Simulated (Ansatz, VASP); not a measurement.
**InSe: VASP beside Ansatz**

One calculation is typed for both programs; each brings its own data sets and cutoff. How far apart do they land? Other levels of theory on this material are compared in a session of their own.

Calculated with Ansatz 0.2.0; plane waves, with VASP 6.6.1 beside it; band structure at PBEsol and band structure at r2SCAN.

The database entry behind the starting cell differs from later determinations by our own check (c about 1.5 % long), so it need not match the best structure at ambient conditions.

## (1) Set-up

It takes space group R3m (No. 160, trigonal). Conventional cell: a = 4.000 Å, b = 4.000 Å, c = 25.320 Å, α = 90.00°, β = 90.00°, γ = 120.00°. Nearest to In lie 3 Se at 2.64 Å and 1 In at 2.82 Å. Nearest to In lie 3 Se at 2.63 Å and 1 In at 2.82 Å. Nearest to Se lie 3 In at 2.64 Å. Nearest to Se lie 3 In at 2.63 Å. Farther neighbours and most contacts between anions are not listed.

Structure file:

```cif
data_structure
_symmetry_space_group_name_H-M 'P 1'
_symmetry_Int_Tables_number 1
_cell_length_a 8.7503
_cell_length_b 8.7503
_cell_length_c 8.7503
_cell_angle_alpha 26.425
_cell_angle_beta 26.425
_cell_angle_gamma 26.425
_cell_volume 116.95
loop_
_atom_site_label
_atom_site_type_symbol
_atom_site_fract_x
_atom_site_fract_y
_atom_site_fract_z
_atom_site_occupancy
In1 In 0.00000 0.00000 0.00000 1
In2 In 0.11140 0.11140 0.11140 1
Se3 Se 0.61650 0.61650 0.61650 1
Se4 Se 0.82810 0.82810 0.82810 1
```

## (2) VASP: band structure, PBEsol

The same path points are solved in both programs, so levels can be compared one by one.

Lines of VASP's logs that name or quote its potential files are left out, and so is its time.

Contents of INCAR:

```
SYSTEM = InSe
PREC = Accurate
ENCUT = 400
EDIFF = 1E-06
NELM = 100
ISMEAR = 0
SIGMA = 0.02
LREAL = .FALSE.
ALGO = Normal
GGA = PS
NBANDS = 33
LORBIT = 11
LWAVE = .FALSE.
LCHARG = .FALSE.
KPAR = 8
```

Contents of POSCAR:

```
InSe
1.0
    2.0000000000      1.1547005384      8.4400000000
   -2.0000000000      1.1547005384      8.4400000000
    0.0000000000     -2.3094010768      8.4400000000
In Se
2 2
Direct
    0.0000000000      0.0000000000      0.0000000000
    0.1114000000      0.1114000000      0.1114000000
    0.6165000000      0.6165000000      0.6165000000
    0.8281000000      0.8281000000      0.8281000000
```

Contents of KPOINTS:

```
Automatic mesh
0
Gamma
4 4 4
0 0 0
```

Contents of KPOINTS_OPT:

```
Line mode
16
Line-mode
Reciprocal
  0.00000000   0.00000000   0.00000000 GAMMA
  0.50000000   0.00000000   0.00000000 L

  0.50000000   0.00000000   0.00000000 L
  0.50000000   0.17914517  -0.17914517 B1

  0.82085483   0.50000000   0.17914517 B
  0.50000000   0.50000000   0.50000000 Z

  0.50000000   0.50000000   0.50000000 Z
  0.00000000   0.00000000   0.00000000 GAMMA

  0.00000000   0.00000000   0.00000000 GAMMA
  0.33957259   0.00000000  -0.33957259 X

  0.66042741   0.33957259   0.00000000 Q
  0.50000000   0.50000000   0.00000000 F

  0.50000000   0.50000000   0.00000000 F
  0.66042741   0.66042741   0.17914517 P1

  0.66042741   0.66042741   0.17914517 P1
  0.50000000   0.50000000   0.50000000 Z

  0.50000000   0.00000000   0.00000000 L
  0.82085483   0.33957259   0.33957259 P
```

PAW data sets: In_d and Se (PBE family, release 64).

The run is started by

```sh
> mpirun -np 8 vasp_std
```

Numbers of over 12 decimals in the logs are rounded to 6 here.

What it wrote:

```text
[banner, memory and clock lines left out]
running    8 mpi-ranks, on    1 nodes
 distrk:  each k-point on    1 cores,    8 groups
 distr:  one band on    1 cores,    1 groups

 POSCAR found type information on POSCAR InSe
 POSCAR found :  2 types and       4 ions
|                                                                             |
|           W    W    AA    RRRRR   N    N  II  N    N   GGGG   !!!           |
|           W    W   A  A   R    R  NN   N  II  NN   N  G    G  !!!           |
|           W    W  A    A  R    R  N N  N  II  N N  N  G       !!!           |
|           W WW W  AAAAAA  RRRRR   N  N N  II  N  N N  G  GGG   !            |
|           WW  WW  A    A  R   R   N   NN  II  N   NN  G    G                |
|           W    W  A    A  R    R  N    N  II  N    N   GGGG   !!!           |
|                                                                             |
|     For optimal performance we recommend to set                             |
|       NCORE = 2 up to number-of-cores-per-socket                            |
|     NCORE specifies how many cores store one orbital (NPAR=cpu/NCORE).      |
|     This setting can greatly improve the performance of VASP for DFT.       |
|     The default, NCORE=1 might be grossly inefficient on modern             |
|     multi-core architectures or massively parallel machines. Do your        |
|     Unfortunately you need to use the default for GW and RPA                |
|     calculations (for HF NCORE is supported but not extensively tested      |
|     yet).                                                                   |
|                                                                             |

|                                                                             |
|               ----> ADVICE to this user running VASP <----                  |
|                                                                             |
|     You enforced a specific xc type in the INCAR file but a different       |
|     [... a line on the potential file left out ...]
|     I HOPE YOU KNOW WHAT YOU ARE DOING!                                     |
|                                                                             |

 LDA part: xc-table for (Slater+PW92), standard interpolation
 POSCAR, INCAR and KPOINTS ok, starting setup
 FFT: planning ... GRIDC
 FFT: planning ... GRID_SOFT
 FFT: planning ... GRID
 WAVECAR not read
 entering main loop
       N       E                     dE             d eps       ncg     rms          rms(c)
DAV:   1     0.317715550434E+03    0.31772E+03   -0.14213E+04   866   0.106E+03
DAV:   2     0.214253799692E+02   -0.29629E+03   -0.28120E+03   882   0.307E+02
DAV:   3    -0.143696529721E+02   -0.35795E+02   -0.35222E+02  1044   0.117E+02
DAV:   4    -0.159197830006E+02   -0.15501E+01   -0.15464E+01  1036   0.256E+01
DAV:   5    -0.159929971431E+02   -0.73214E-01   -0.73202E-01  1316   0.515E+00    0.653E+00
DAV:   6    -0.155444762362E+02    0.44852E+00   -0.65680E-01  1250   0.129E+01    0.396E+00
DAV:   7    -0.155106239068E+02    0.33852E-01   -0.28518E-01  1220   0.356E+00    0.112E+00
DAV:   8    -0.155074689205E+02    0.31550E-02   -0.27525E-02  1306   0.155E+00    0.540E-01
DAV:   9    -0.155076577819E+02   -0.18886E-03   -0.41322E-03  1074   0.415E-01    0.135E-01
DAV:  10    -0.155077066564E+02   -0.48875E-04   -0.26079E-04  1099   0.102E-01    0.645E-02
DAV:  11    -0.155077680862E+02   -0.61430E-04   -0.85666E-05  1080   0.712E-02    0.203E-02
DAV:  12    -0.155077660356E+02    0.20506E-05   -0.10307E-05  1292   0.288E-02    0.132E-02
DAV:  13    -0.155077687853E+02   -0.27497E-05   -0.41445E-06   831   0.857E-03    0.467E-03
DAV:  14    -0.155077691132E+02   -0.32789E-06   -0.89619E-07   779   0.116E-02
   1 F= -.15507769E+02 E0= -.15507769E+02  d E =-.493003E-31
 Start KPOINTS_OPT (optional k-point list driver)
k-point batch [1-13\144]
       N       E                     dE             ncg
DAV:   1     0.141622925591E+04   -0.35961E+04      866
DAV:   2    -0.247268744410E+04   -0.38889E+04      890
DAV:   3    -0.296032851095E+04   -0.48764E+03     1074
DAV:   4    -0.298169594272E+04   -0.21367E+02     1020
DAV:   5    -0.298265313822E+04   -0.95720E+00     1316
DAV:   6    -0.298266669024E+04   -0.13552E-01     1060
DAV:   7    -0.298266749961E+04   -0.80937E-03     1332
DAV:   8    -0.298266751236E+04   -0.12752E-04     1044
DAV:   9    -0.298266751272E+04   -0.35588E-06      732
[...]
k-point batch [144-144\144]
       N       E                     dE             ncg
DAV:   1     0.122860785827E+05   -0.91490E+03       66
DAV:   2     0.120002955246E+05   -0.28578E+03       74
DAV:   3     0.119642896619E+05   -0.36006E+02       83
DAV:   4     0.119626814440E+05   -0.16082E+01       76
DAV:   5     0.119626011087E+05   -0.80335E-01      116
DAV:   6     0.119626005444E+05   -0.56423E-03       76
DAV:   7     0.119626005114E+05   -0.33039E-04      108
DAV:   8     0.119626005107E+05   -0.67723E-06       60
```

From OUTCAR (step 2):

```text
ion  position               nearest neighbor table
   1  0.000  0.000  0.000-   3 2.64   3 2.64   3 2.64   2 2.82
   2  0.111  0.111  0.111-   4 2.63   4 2.63   4 2.63   1 2.82
   3  0.617  0.617  0.617-   1 2.64   1 2.64   1 2.64
   4  0.828  0.828  0.828-   2 2.63   2 2.63   2 2.63

  LATTYP: Found a trigonal (rhomboedric) cell.
 ALAT       =     8.7502533297
 COS(alpha) =     0.8955162542

 Subroutine GETGRP returns: Found  6 space group operations
 (whereof  6 operations were pure point group operations)

The static configuration has the point symmetry C_3v.

 Found     13 irreducible k-points:

   k-points           NKPTS =     13   k-points in BZ     NKDIM =     13   number of bands    NBANDS=     33

   dimension x,y,z NGX =    60 NGY =   60 NGZ =   60
   dimension x,y,z NGXF=   120 NGYF=  120 NGZF=  120

   ENCUT  =  400.0 eV  29.40 Ry    5.42 a.u.  14.27 14.27 14.27*2*pi/ulx,y,z

   NELECT =      38.0000    total number of electrons

 k-points in reciprocal lattice and weights: Automatic mesh
   0.00000000  0.00000000  0.00000000       0.016
   0.25000000 -0.00000000  0.00000000       0.094
   0.50000000 -0.00000000  0.00000000       0.047
   0.25000000  0.25000000  0.00000000       0.094
   0.50000000  0.25000000  0.00000000       0.188
  -0.25000000  0.25000000  0.00000000       0.094
   0.50000000  0.50000000  0.00000000       0.047
   0.25000000  0.25000000  0.25000000       0.031
   0.50000000  0.25000000  0.25000000       0.094
  -0.25000000  0.25000000  0.25000000       0.094
   0.50000000  0.50000000  0.25000000       0.094
  -0.25000000  0.50000000  0.25000000       0.094
   0.50000000  0.50000000  0.50000000       0.016

 average (electrostatic) potential at core
       1 -97.0136       2 -97.0151       3 -54.0122       4 -54.0144

 E-fermi :   4.1489

 k-point     1 :       0.0000    0.0000    0.0000
  band No.  band energies     occupation
    ...
     15       2.4337      2.00000
     16       2.6863      2.00000
     17       2.6863      2.00000
     18       2.7789      2.00000
     19       2.7789      2.00000
     20       5.6050      0.00000
     21       5.9699      0.00000
     22       8.3285      0.00000
     23       8.3285      0.00000
     24       9.0867      0.00000
    ...

 k-point     2 :       0.2500   -0.0000    0.0000
  band No.  band energies     occupation
    ...
     15       0.4663      2.00000
     16       1.9314      2.00000
     17       2.0868      2.00000
     18       2.2239      2.00000
     19       2.9705      2.00000
     20       5.9244      0.00000
     21       6.1207      0.00000
     22       7.9336      0.00000
     23       8.1467      0.00000
     24       8.7087      0.00000
    ...

 k-point     3 :       0.5000   -0.0000    0.0000
  band No.  band energies     occupation
    ...
     15       0.4934      2.00000
     16       1.5820      2.00000
     17       1.6371      2.00000
     18       1.7372      2.00000
     19       2.2995      2.00000
     20       5.1060      0.00000
     21       5.8822      0.00000
     22       7.5302      0.00000
     23       7.8787      0.00000
     24       8.7560      0.00000
    ...

  Total        0.6763893      0.6763893     -0.4034502     -0.0000000     -0.0000000      0.0000000
  in kB        9.2664684      9.2664684     -5.5272289     -0.0000000     -0.0000000      0.0000000
  external PRESSURE =       4.3352360 kB  Pullay stress =       0.0000000 kB

  energy-cutoff  :      400.00
  volume of cell :      116.95
      direct lattice vectors                 reciprocal lattice vectors
     2.000000000  1.154700538  8.440000000     0.250000000  0.144337567  0.039494471
    -2.000000000  1.154700538  8.440000000    -0.250000000  0.144337567  0.039494471
     0.000000000 -2.309401077  8.440000000     0.000000000 -0.288675135  0.039494471

 POSITION                                       TOTAL-FORCE (eV/Angst)
 -----------------------------------------------------------------------------------
      0.00000      0.00000      0.00000         0.000000     -0.000000      0.289579
      0.00000      0.00000      2.82065         0.000000      0.000000     -0.306479
      0.00000      0.00000     15.60978         0.000000      0.000000     -0.097789
      0.00000      0.00000     20.96749         0.000000      0.000000      0.114689
 -----------------------------------------------------------------------------------
    total drift:                               -0.000000     -0.000000     -0.000450

  FREE ENERGIE OF THE ION-ELECTRON SYSTEM (eV)
  ---------------------------------------------------
  free  energy   TOTEN  =       -15.5077691132 eV

  energy  without entropy=      -15.5077691132  energy(sigma->0) =      -15.50776911

 total charge
# of ion       s       p       d       tot
------------------------------------------
    1        0.855   0.673   9.886  11.415
    2        0.855   0.675   9.886  11.417
    3        1.473   2.335   0.023   3.831
    4        1.473   2.336   0.024   3.832
--------------------------------------------------
tot          4.656   6.019  19.819  30.495

[... 3 further parts left out ...]
```

The run ends at a pressure of 0.43 GPa, with forces up to 0.31 eV/Å.

## (3) Ansatz: band structure, PBEsol

Ansatz runs on its default PAW (the set named soft_2) files.

The same cell, functional, mesh and smearing now go to Ansatz, which takes its cutoff from its data sets.

Contents of input.yaml:

```yaml
crystal:
  lattice:
    - [2.0, 1.1547005384, 8.44]
    - [-2.0, 1.1547005384, 8.44]
    - [0.0, -2.3094010768, 8.44]
  atoms:
    - { symbol: In, position: [0.0, 0.0, 0.0] }
    - { symbol: In, position: [0.1114, 0.1114, 0.1114] }
    - { symbol: Se, position: [0.6165, 0.6165, 0.6165] }
    - { symbol: Se, position: [0.8281, 0.8281, 0.8281] }
hamiltonian:
  xc: pbesol
  pseudopotentials: { kind: paw }
kpoints:
  mp_grid: { grid: [4, 4, 4] }
  band_path:
    path:
      - [0.0, 0.0, 0.0]
      - [0.13333, 0.0, 0.0]
      - [0.3, 0.0, 0.0]
      - [0.46667, 0.0, 0.0]
      - [0.5, 0.03583, -0.03583]
      - [0.5, 0.09554, -0.09554]
      - [0.5, 0.15526, -0.15526]
      - [0.77807, 0.5, 0.22193]
      - [0.67112, 0.5, 0.32888]
      - [0.56417, 0.5, 0.43583]
      - [0.5, 0.5, 0.5]
      - [0.46667, 0.46667, 0.46667]
      - [0.3, 0.3, 0.3]
      - [0.13333, 0.13333, 0.13333]
      - [0.0, 0.0, 0.0]
      - [0.11319, 0.0, -0.11319]
      - [0.20374, 0.0, -0.20374]
      - [0.31693, 0.0, -0.31693]
      - [0.62834, 0.37166, 0.0]
      - [0.57487, 0.42513, 0.0]
      - [0.52139, 0.47861, 0.0]
      - [0.52139, 0.52139, 0.02389]
      - [0.57487, 0.57487, 0.0836]
      - [0.62834, 0.62834, 0.14332]
      - [0.64973, 0.64973, 0.20054]
      - [0.59626, 0.59626, 0.30749]
      - [0.54278, 0.54278, 0.41444]
      - [0.5, 0.0, 0.0]
      - [0.60695, 0.11319, 0.11319]
      - [0.7139, 0.22638, 0.22638]
      - [0.82085, 0.33957, 0.33957]
    npoints: 1
scf:
  occupations: { method: gaussian, width: 0.02 }
  n_extra_bands: 8
output:
  forces: true
  stress: true
  eigenvalues: true
```

The run is started by

```sh
> ansatz run input.yaml --threads 2 --pin off --max-ram 4608MiB --backend cpu --events-out ev --progress --plain --runs-dir out
```

What it wrote:

```text
basis.fft_grid_basis auto: the FFT boxes are laid along the combinations [[1, 0, -1], [0, 1, -1], [0, 0, 1]] of the cell's own vectors, 4.000, 4.000 and 8.750 Å long. The dense box has 27×27×60 points. Along the cell's own vectors, as sized, it would have 60×60×60, 4.94 times as many. Of the 6 symmetry operations that the crystal satisfies within crystal.symmetry.tolerance (time reversal apart; of a slab, those that  [...]
scf.n_extra_bands = 8 over 29 filled bands (N_el = 58.0): the run solves 37 bands
Engine: ansatz 0.2.0, aarch64-unknown-linux-gnu
Pseudopotentials: kind: paw
Pseudopotential: In, paw, valence charge 13, recommended cutoff 420 eV (normal), In.paw.azcp
Pseudopotential: Se, paw, valence charge 16, recommended cutoff 420 eV (normal), Se.paw.azcp
Functional definition: PBEsol
  exchange = pbesol_x
  correlation = pbesol_c
Crystal: 4 atoms, lattice volume = 116.948 Å³
Basis set: ecut = 420 eV, 2309 PW (Γ), FFT grids on a1−a3, a2−a3, a3, exchange–correlation on 54×54×120 points (8 copies of the dense FFT grid, shifted against one another)
Bands: 37, of which v1, the nominal top of the filled ones, is band 29 counted from 1 (28 counted from 0)
Symmetry: 6 space group operations
Space group: R3m (ITA 160), of the structure as read, at distance tolerance 4.9e-5 Å
k-points: 13 of 64 (time reversal used)
Non-local potential: In, projectors of the file, l = 0: 2, l = 1: 2, l = 2: 2, l = 3: 2
Non-local potential: Se, projectors of the file, l = 0: 2, l = 1: 2, l = 2: 3, l = 3: 1
PAW form: soft (Blöchl's): semilocal exchange-correlation on the pseudo side does not see the compensation charge
PAW frozen core: In, regenerated for the run's functional, and the local potential with it (the file was generated under x = pbe(κ = 0.804, μ = 0.219515), c = pbe(β = 0.066725))
PAW frozen core: Se, regenerated for the run's functional, and the local potential with it (the file was generated under x = pbe(κ = 0.804, μ = 0.219515), c = pbe(β = 0.066725))
PAW one-centre angular grid: In, 590 points (default); XC on 64 Gauss nodes
PAW one-centre angular grid: Se, 590 points (default); XC on 64 Gauss nodes
Initial density: superposition of atomic densities (neutral atoms: chi_scale 0, normalization atom), corrected by the library's trained network
Initial wavefunctions: pseudopotential atomic-orbital guess
Functional: x = pbesol(κ = 0.804, μ = 0.123457), c = pbesol(β = 0.046)
SCF iter   1: F=—  HF=-21901.085457 eV  |F-HF|=—  |Δ(HF+E_count)|=         —  Δρ=3.39e-3  dr2=3.13e-2  ethr=1.77e-3  ⟨swp⟩=6.8  Hψ=2028  notcnv=0
preconditioner: auto → Resta (q_TF=auto, 2.427 Å⁻¹)  ε∞=3.1  [insulator: Δε(μ)=0.330 eV  Ē_g=14.651 eV  σ=0.020 eV  W_gap=1.00  n_scr=30 (ndim 8)  ℏωp=21.2 eV  f_vac=0.086  D(μ)=0.00/eV (n_scr^D=0)  ε∞_Penn≈3.1]
SCF iter   2: F=—  HF=-21901.075406 eV  |F-HF|=—  |Δ(HF+E_count)|=   1.01e-2  Δρ=1.49e-3  dr2=2.39e-3  ethr=5.39e-5  ⟨swp⟩=3.1  Hψ=728  notcnv=0  defer=32
SCF iter   3: F=—  HF=-21901.074959 eV  |F-HF|=—  |Δ(HF+E_count)|=   4.48e-4  Δρ=5.75e-4  dr2=4.19e-4  ethr=4.11e-6  ⟨swp⟩=2.0  Hψ=735  notcnv=0  defer=32
SCF iter   4: F=—  HF=-21901.075005 eV  |F-HF|=—  |Δ(HF+E_count)|=   4.60e-5  Δρ=1.83e-4  dr2=4.27e-5  ethr=7.23e-7  ⟨swp⟩=2.4  Hψ=603  notcnv=0  defer=32
SCF iter   5: F=—  HF=-21901.075029 eV  |F-HF|=—  |Δ(HF+E_count)|=   2.42e-5  Δρ=2.77e-5  dr2=1.26e-6  ethr=7.37e-8  ⟨swp⟩=2.0  Hψ=558  notcnv=0  defer=32
SCF iter   6: F=-21901.075030 eV  HF=-21901.075030 eV  |F-HF|=1.93e-8  |Δ(HF+E_count)|=   1.44e-6  Δρ=7.79e-6  dr2=8.90e-8  ethr=1.72e-10  ⟨swp⟩=8.1  Hψ=2383  notcnv=0
SCF 1 converged in 6 iterations: F = -21901.075030 eV  dr2 = 8.90e-8
  greatest PAW one-centre occupation: 1.000 electrons in one spin orbital (limit 2), on the Se atom at site 3 (counted from 0), in its partial waves of l = 2
NSCF: frozen V_eff on 31 k-points
SCF converged after 6 iterations
Free energy (F): -21901.075030 eV
Harris-Foulkes:  -21901.075030 eV  (|F-HF|=1.93e-8)
Internal energy: -21901.075030 eV  (E = F + TS)
E sigma→0 (E₀):  -21901.075030 eV
Fermi energy:    7.327869 eV
--- Per-component energies (eV) ---
  E_band       = -919.896908
  E_kinetic    = 723.691979
  E_local      = -7925.363656  (includes V_loc(G=0)·N_el)
  E_nonlocal   = -448.481316
  E_hartree    = 3647.970311
  E_xc         = -633.026431
  E_vxc        = -395.168072  (∫ρ·V_xc dr)
  E_paw        = -11904.149644  (= ΣΔE_a)
  E_vpaw       = -170.527969  (= ΣTr[D̂ρ^β])
  E_aug_tail   = -0.001163  (compensation charges beyond the density's cutoff)
  E_ewald      = -5364.203816
  E_core_change = 2.488706  (= ΣΔE_core)
  E_smearing   = -0.000000  (= −TS)
  E_closure    = -0.000000  (closes the sum)
  Σ components = -21901.075030   (vs F -21901.075030, Δ=0.00e0)
--- Forces (eV/Å), atoms counted from 1 ---
  atom   1  In     0.00000000     0.00000000     0.27018719
  atom   2  In     0.00000000     0.00000000    -0.28690337
  atom   3  Se     0.00000000    -0.00000000    -0.07587672
  atom   4  Se     0.00000000    -0.00000000     0.09263770
  max |Σ_I F_I| component: 4.48e-5 eV/Å
--- Stress (GPa, compression-positive) ---
        0.879591       0.000000       0.000000
        0.000000       0.879591       0.000000
       -0.000000      -0.000000      -0.580720
  P = ⅓ Tr σ = 0.3928 GPa (3.928 kbar)
--- Band table (eV; the first three rows and the last of 13) ---
  k-point 0: bands = [... 25 lower, 5.8637, 5.8637, 5.9567, 5.9567, 8.7933, 9.1536, 11.5113, 11.5113, ... 4 higher]
  k-point 1: bands = [... 25 lower, 5.1069, 5.2656, 5.4029, 6.1429, 9.1053, 9.3019, 11.1179, 11.3285, ... 4 higher]
  k-point 2: bands = [... 25 lower, 4.7555, 4.8165, 4.9172, 5.4714, 8.2872, 9.0648, 10.7113, 11.0619, ... 4 higher]
  k-point 12: bands = [... 25 lower, 5.7944, 6.0325, 6.0325, 7.1585, 7.4972, 9.2189, 11.4272, 11.4272, ... 4 higher]
```

The job ended after 10 s (2 threads of Arm Neoverse N1, shared host; peak memory 0.36 GiB; 19 s of CPU time).

In the SCF lines HF is the Harris–Foulkes energy and dr2 the Hartree energy of the density residual, in eV; the loop may stop once dr2 is under the threshold and the program's other checks hold. Hψ counts applications of the Hamiltonian.

[end of part 1 of 2]

[Lines on the potential files, build, host, timing and source positions are cut from VASP's logs without a mark.]

[Logs are printed without paths, hosts, clocks, repeated set-up lines and the standing remarks that a program may print on its own settings, such as how far it seeks lower states.]

[Hosts, paths, dates, database ids (printed as entryN), source tags and the programs' standing remarks are cut or masked in the printed files.]
